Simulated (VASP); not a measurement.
# Na (P6_3/mmc) in VASP: further runs, part 2 of 2

VASP 6.6.1. Earlier steps stand in the parts before.

### 4 Single point, PBEsol

The input, INCAR:

```
PREC = Accurate
ENCUT = 520
EDIFF = 1E-6
ISMEAR = -1
SIGMA = 0.1
LREAL = F
LASPH = T
NELM = 60
ALGO = Fast
ISIF = 2
LWAVE = F
LCHARG = F
GGA = PS
NBANDS = 14
```

The input, KPOINTS:

```
regular mesh
0
Gamma
  10 10 5
```

The input, POSCAR:

```
Na
1.0
    3.7200718382      0.0000000000      0.0000000000
   -1.8600359191      3.2216767158      0.0000000000
    0.0000000000      0.0000000000      6.0747305630
Na
2
Direct
    0.3333333333      0.6666666667      0.2500000000
    0.6666666667      0.3333333333      0.7500000000
```

Potentials or basis: VASP PAW PBE potentials, release 64 (Na_pv).

The run is started by

```
$ cat potpaw_PBE.64/Na_pv/POTCAR > POTCAR
$ mpirun -np 1 vasp_std > vasp.out
```

OUTCAR:

```text
PREC = Accurate
   ENCUT = 520
   EDIFF = 1E-6
   ISMEAR = -1
   LREAL = F
   LASPH = T
   NELM = 60
   ISIF = 2
   GGA = PS

 ion  position               nearest neighbor table
   1  0.333  0.667  0.250-
   2  0.667  0.333  0.750-

  LATTYP: Found a hexagonal cell.
 ALAT       =     3.7200718382
 C/A-ratio  =     1.6329605522

  Lattice vectors:

 A1 = (   3.7200718382,   0.0000000000,   0.0000000000)
 A2 = (  -1.8600359191,   3.2216767158,   0.0000000000)
 A3 = (   0.0000000000,   0.0000000000,   6.0747305630)

Analysis of symmetry for initial positions (statically):
=====================================================================
 Subroutine PRICEL returns:
 Original cell was already a primitive cell.

 Routine SETGRP: Setting up the symmetry group for a
 hexagonal supercell.

 Subroutine GETGRP returns: Found 24 space group operations
 (whereof 12 operations were pure point group operations)
 out of a pool of 24 trial point group operations.

The static configuration has the point symmetry D_3d.
 The point group associated with its full space group is D_6h.

Analysis of symmetry for dynamics (positions and initial velocities):
=====================================================================
 Subroutine PRICEL returns:
 Original cell was already a primitive cell.

 Routine SETGRP: Setting up the symmetry group for a
 hexagonal supercell.

 Subroutine GETGRP returns: Found 24 space group operations
 (whereof 12 operations were pure point group operations)
 out of a pool of 24 trial point group operations.

The dynamic configuration has the point symmetry D_3d.
 The point group associated with its full space group is D_6h.

 Subroutine INISYM returns: Found 24 space group operations
 (whereof 12 operations are pure point group operations),
 and found     1 'primitive' translations

----------------------------------------------------------------------------------------

                                     Primitive cell

  volume of cell :      72.8048

  direct lattice vectors                    reciprocal lattice vectors
     3.720071838  0.000000000  0.000000000     0.268812013  0.155198688  0.000000000
    -1.860035919  3.221676716  0.000000000     0.000000000  0.310397376  0.000000000
     0.000000000  0.000000000  6.074730563     0.000000000  0.000000000  0.164616355

  length of vectors
     3.720071838  3.720071838  6.074730563     0.310397376  0.310397376  0.164616355

  position of ions in fractional coordinates (direct lattice)
     0.333333333  0.666666667  0.250000000
     0.666666667  0.333333333  0.750000000

  ion indices of the primitive-cell ions
   primitive index   ion index
                 1           1
                 2           2

----------------------------------------------------------------------------------------

 KPOINTS: regular mesh

Automatic generation of k-mesh.
 Grid dimensions read from file:
 generate k-points for:   10   10    5

 Generating k-lattice:

  Cartesian coordinates                     Fractional coordinates (reciprocal lattice)
     0.026881201  0.015519869  0.000000000     0.100000000  0.000000000  0.000000000
[... 42 lines left out ...]
   number of dos      NEDOS =    301   number of ions     NIONS =      2
   total plane-waves  NPLWV =  37632
   dimension x,y,z NGX =    28 NGY =   28 NGZ =   48
   dimension x,y,z NGXF=    56 NGYF=   56 NGZF=   96
   ions per type =               2
   NGX,Y,Z   is equivalent  to a cutoff of  12.51, 12.51, 13.14 a.u.
   NGXF,Y,Z  is equivalent  to a cutoff of  25.03, 25.03, 26.27 a.u.
 SYSTEM =  unknown system
   PREC   = accura    normal or accurate (medium, high low for compatibility)
   ISTART =      0    job   : 0-new  1-cont  2-samecut
   ICHARG =      2    charge: 1-file 2-atom 10-const
   ISPIN  =      1    spin polarized calculation?
   LNONCOLLINEAR =      F non collinear calculations
   LSORBIT =      F    spin-orbit coupling
   LASPH  =      T    aspherical Exc in radial PAW
   ENCUT  =  520.0 eV  38.22 Ry    6.18 a.u.   6.92  6.92 11.29*2*pi/ulx,y,z
   NELM   =     60;   NELMIN=  2; NELMDL= -5     # of ELM steps
   EDIFF  = 0.1E-05   stopping-criterion for ELM
   LREAL  =      F    real-space projection
   EDIFFG = 0.1E-04   stopping-criterion for IOM
   NSW    =      0    number of steps for IOM
   IBRION =     -1    ionic relax: 0-MD 1-quasi-New 2-CG
   NFREE  =      0    steps in history (QN), initial steepest desc. (CG)
   ISIF   =      2    stress and relaxation
   ISYM   =      2    0-nonsym 1-usesym 2-fastsym
   POTIM  = 0.5000    time-step for ionic-motion
   TEBEG  =    0.0;   TEEND  =   0.0 temperature during run
   PSTRESS=    0.0 pullay stress
   NELECT =      14.0000    total number of electrons
   NUPDOWN=      -1.0000    fix difference up-down
   EMIN   =  10.00;   EMAX   =-10.00  energy-range for DOS
   EFERMI =   0.00;   METHOD = LEGACY
   ISMEAR =    -1;   SIGMA  =   0.10  broadening in eV -4-tet -1-fermi 0-gaus
   EFERMI_NEDOS =   21; number of points for ismear=-14 and -15
   IALGO  =     68    algorithm
   IMIX   =      4    mixing-type and parameters
     AMIX     =   0.40;   BMIX     =  1.00
     AMIX_MAG =   1.60;   BMIX_MAG =  1.00
  volume/ion in A,a.u.               =      36.40       245.66
  Fermi-wavevector in a.u.,A,eV,Ry     =   0.944925  1.785650 12.148418  0.892884
  Thomas-Fermi vector in A             =   2.072777
   LORBIT       =      0    0 simple, 1 ext, 2 COOP (PROOUT), +10 PAW based schemes
   GGA     = PS    functional components
   LHFCALC =     F    Hartree Fock is set to
   AEXX    =    0.0000 exact exchange contribution
   IVDW    =     0    specifies the selected vdW correction
   LEPSILON=     F    determine dielectric tensor
   LRPA    =     F    only Hartree local field effects (RPA)
 non-spin polarized calculation
 RMM-DIIS sequential band-by-band and
  energy-cutoff  :      520.00
  volume of cell :       72.80
 maximum number of plane-waves:      1974
 NGX is ok and might be reduce to    28
   NGX = 13   NGY = 13   NGZ = 23

 number of electron      13.9999992 magnetization

 Free energy of the ion-electron system (eV)
  ---------------------------------------------------
  ext. energy  EPLUGINS =         0.00000000
  ---------------------------------------------------
  free energy    TOTEN  =        -2.81504109 eV

  energy without entropy =       -2.78262053  energy(sigma->0) =       -2.79883081

 E-fermi :   0.3354     XC(G=0):  -6.5489

 val. band max:        0.2542581992   @ k =   0.2000   0.2000   0.4000
 cond. band min:       0.3939239462   @ k =   0.3000   0.1000   0.4000
 fundamental gap:      0.1396657471
 Fermi energy:         0.3353754866

 k-point     1 :       0.0000    0.0000    0.0000
  band No.  band energies     occupation
      1     -24.4471      2.00000
      2     -24.4147      2.00000
      3     -24.4147      2.00000
      4     -24.4094      2.00000
      5     -24.4094      2.00000
      6     -24.4092      2.00000
      7      -2.9603      2.00000
      8       0.9036      0.00679
      9       1.3442      0.00008
     10      10.4366      0.00000
     11      10.4366      0.00000
     12      10.8269      0.00000
     13      10.8269      0.00000
     14      10.9336      0.00000
[... 377 lines left out ...]
      1     -24.4438      2.00000
      2     -24.4388      2.00000
      3     -24.4275      2.00000
      4     -24.4232      2.00000
      5     -24.4184      2.00000
      6     -24.4161      2.00000
      7       0.2527      1.39129
      8       1.6160      0.00001
      9       2.6673      0.00000
     10       3.9751      0.00000
     11       5.4133      0.00000
     12       6.2209      0.00000
     13       7.4767      0.00000
     14       8.2528      0.00000

 [... further k-points ...]

------------------------ aborting loop because EDIFF is reached ----------------------------------------

  FORCE on cell =-STRESS in cart. coord.  units (eV):
  Direction    XX          YY          ZZ          XY          YZ          ZX
  --------------------------------------------------------------------------------------
  -------------------------------------------------------------------------------------
  Total        0.0090444      0.0090444      0.0097324     -0.0000000      0.0000000      0.0000000
  in kB        0.1990347      0.1990347      0.2141750     -0.0000000      0.0000000      0.0000000
  external PRESSURE =       0.2040815 kB  Pullay stress =       0.0000000 kB

 VOLUME and BASIS-vectors are now :
 -----------------------------------------------------------------------------
  energy-cutoff  :      520.00
  volume of cell :       72.80
      direct lattice vectors                 reciprocal lattice vectors
     3.720071838  0.000000000  0.000000000     0.268812013  0.155198688  0.000000000
    -1.860035919  3.221676716  0.000000000     0.000000000  0.310397376  0.000000000
     0.000000000  0.000000000  6.074730563     0.000000000  0.000000000  0.164616355

 POSITION                                       TOTAL-FORCE (eV/Angst)
 -----------------------------------------------------------------------------------
     -0.00000      2.14778      1.51868        -0.000000      0.000000     -0.000000
      1.86004      1.07389      4.55605         0.000000     -0.000000      0.000000
 -----------------------------------------------------------------------------------
    total drift:                               -0.000000      0.000000      0.000000

  FREE ENERGIE OF THE ION-ELECTRON SYSTEM (eV)
  ---------------------------------------------------
  free  energy   TOTEN  =        -2.8150410925 eV

  energy  without entropy=       -2.7826205288  energy(sigma->0) =       -2.79883081
```

Run time: 15 s. Hardware: 1 thread of Intel Xeon 6975P-C (Granite Rapids), shared host; peak memory 0.18 GiB.

Results:

```yaml
Free_energy: -2.8150 eV
Pressure: 0.0 GPa
Band_gap_on_the_k_mesh: none (metal or under the smearing width)
```

Caveat: the PAW data sets were made with another functional, which shifts forces and pressure a little.

### 5 Relaxation of cell and atoms, PBEsol

This run uses another cell than the first one, of 37.71 Å³/atom, 1.036 times its volume.

The input, INCAR:

```
SYSTEM = Na
PREC = Accurate ; ENCUT = 600
EDIFF = 1E-7 ; ISMEAR = -1
SIGMA = 0.1 ; LREAL = .FALSE.
LASPH = .TRUE. ; NELM = 80
ALGO = Fast ; ISIF = 3
LWAVE = .FALSE. ; LCHARG = .FALSE.
GGA = PS ; IBRION = 2
NSW = 80 ; EDIFFG = -0.01
```

The input, KPOINTS:

```
regular mesh
0
G
  10 10 5
  0 0 0
```

The input, POSCAR:

```
Na
1.0
    3.7640418302      0.0000000000      0.0000000000
   -1.8820209151      3.2597558458      0.0000000000
    0.0000000000      0.0000000000      6.1466803087
Na
2
Direct
    0.3333333333      0.6666666667      0.2500000000
    0.6666666667      0.3333333333      0.7500000000
```

The run is started by

```
$ cat potpaw_PBE.64/Na_pv/POTCAR > POTCAR
$ mpirun -np 1 vasp_std > vasp.out
```

Wall time 40 s (1 thread of Intel Xeon 6975P-C (Granite Rapids), shared host); peak memory 0.21 GiB.

It converged, with:

* Free energy: -2.8154 eV
* Relaxed volume: 36.41 Å³/atom
* Relaxed cell: a = 3.720 Å, b = 3.720 Å, c = 6.075 Å, α = 90.00°, β = 90.00°, γ = 120.00°
* Space group after relaxing (to 0.05 Å): P6_3/mmc (No. 194)
* Energy gained by relaxing: 1.1 meV/atom
* Ionic steps: 3
* Pressure after relaxing: 0.0 GPa
* Band gap on the k mesh: none (metal or under the smearing width)

The path:
| step | energy change (eV) | largest force (eV/Å) | pressure (GPa) | volume (Å³) |
| --- | --- | --- | --- | --- |
| 1 | 0.0000 | 0.0000 | -0.27 | 75.42 |
| 2 | -0.0010 | 0.0000 | -0.20 | 74.73 |
| 3 | -0.0022 | 0.0000 | -0.01 | 72.81 |

Final structure:
```
CELL_PARAMETERS angstrom
3.72020 0.00000 0.00000
-1.86010 3.22179 0.00000
0.00000 0.00000 6.07501
ATOMIC_POSITIONS crystal
Na 0.33333 0.66667 0.25000
Na 0.66667 0.33333 0.75000
```

Levels at points of the mesh, in eV from the Fermi level:
```
           k point  band 3  band 4  band 5  band 6  band 7  band 8  band 9  band 10  band 11
(0.00, 0.00, 0.00)  -24.75  -24.74  -24.74  -24.74   -3.30    0.57    1.01    10.10    10.10
(0.50, 0.00, 0.00)  -24.77  -24.76  -24.75  -24.75    0.26    0.39    3.90     3.94     4.44
```

Caveat: the PAW data sets were made with another functional, which shifts forces and pressure a little.

### 6 Overview

```tsv
task	cell	k mesh	cutoff (eV)	gap on the mesh (eV)	pressure (GPa)
single point	P6_3/mmc, 36.4 Å³/atom	16 × 16 × 9	520	none	0.0
single point	P6_3/mmc, 37.86 Å³/atom	11 × 11 × 6	520	none	-0.3
single point	P6_3/mmc, 36.4 Å³/atom	10 × 10 × 5	520	none	0.0
relaxation of cell and atoms	relaxed	10 × 10 × 5	600	none	0.0
```

Alike in all rows: level PBEsol; potentials or basis VASP PAW PBE potentials, release 64 (Na_pv); no spin polarisation; smearing fermi-dirac 0.1 eV.

Every run on the cell as given and a fine mesh finds a metal.

Caveats: the PAW data sets were made with another functional, which shifts forces and pressure a little.

Absolute energies hang on the potentials; compare differences alone.
